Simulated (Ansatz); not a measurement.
Density of states of a Sn cell (a random packing after short dynamics, relaxed), per eV and atom, broadened by Gaussian smearing of width 0.1 eV and averaged over bins of 0.4 eV, from 8 eV under the Fermi level at most up to where the solved bands end.

Method: DFT PBE, scalar-relativistic, plane waves, PAW in Ansatz 0.2.0.

Plane waves to 420 eV, a k mesh through Γ of 4×4×5 on the computed 16-atom cell and Gaussian smearing (0.10 eV); no spin polarisation.

```yaml
crystal:
  lattice:
    - [8.13093, -0.06702, -0.02548]
    - [-0.07192, 8.15237, -0.12148]
    - [-0.07721, -0.14347, 7.29833]
  atoms:
    - { symbol: Sn, position: [0.09705, 0.24990, 0.48137] }
    - { symbol: Sn, position: [0.02602, 0.36212, 0.87620] }
    - { symbol: Sn, position: [0.48005, 0.30514, 0.40551] }
    - { symbol: Sn, position: [0.77673, 0.65224, 0.79577] }
    - { symbol: Sn, position: [0.94629, 0.84246, 0.15716] }
    - { symbol: Sn, position: [0.40394, 0.84474, 0.79766] }
    - { symbol: Sn, position: [0.02355, 0.96456, 0.76238] }
    - { symbol: Sn, position: [0.65196, 0.93475, 0.47249] }
    - { symbol: Sn, position: [0.31143, 0.14283, 0.04815] }
    - { symbol: Sn, position: [0.26996, 0.91649, 0.39662] }
    - { symbol: Sn, position: [0.64256, 0.17465, 0.81428] }
    - { symbol: Sn, position: [0.39614, 0.46440, 0.78518] }
    - { symbol: Sn, position: [0.80284, 0.19390, 0.19626] }
    - { symbol: Sn, position: [0.81320, 0.54355, 0.39292] }
    - { symbol: Sn, position: [0.52663, 0.66503, 0.14836] }
    - { symbol: Sn, position: [0.18050, 0.55004, 0.23455] }
```

```
E − E_F (eV) total Sn 5p Sn 5s Sn 4d
       -7.85  0.351  0.108  0.241  0.001
       -7.45  0.391  0.121  0.268  0.001
       -7.05  0.297  0.093  0.203  0.001
       -6.65  0.344  0.112  0.230  0.001
       -6.25  0.490  0.157  0.330  0.001
       -5.85  0.458  0.131  0.324  0.001
       -5.45  0.401  0.100  0.298  0.001
       -5.05  0.364  0.090  0.270  0.001
       -4.65  0.260  0.060  0.198  0.000
       -4.25  0.030  0.006  0.024  0.000
       -3.85  0.018  0.017  0.001  0.000
       -3.45  0.392  0.360  0.029  0.001
       -3.05  0.530  0.479  0.046  0.001
       -2.65  0.583  0.509  0.068  0.001
       -2.25  0.631  0.542  0.082  0.001
       -1.85  0.559  0.470  0.082  0.001
       -1.45  0.553  0.462  0.082  0.001
       -1.05  0.508  0.420  0.080  0.001
       -0.65  0.552  0.452  0.088  0.001
       -0.25  0.598  0.492  0.091  0.001
        0.15  0.553  0.456  0.080  0.001
        0.55  0.568  0.466  0.081  0.001
```

The columns after the total are the largest Löwdin projections on the valence shells of the potentials, so they needn't add up, and the weight of a shell that a potential lacks goes to other orbitals. The cell has no gap on the mesh.

Cost: 2 runs of about 28 core-minutes in all (earlier runs that led there not counted), on Intel Xeon Processor @ 2.50GHz (Skylake/Cascade Lake) (shared hosts).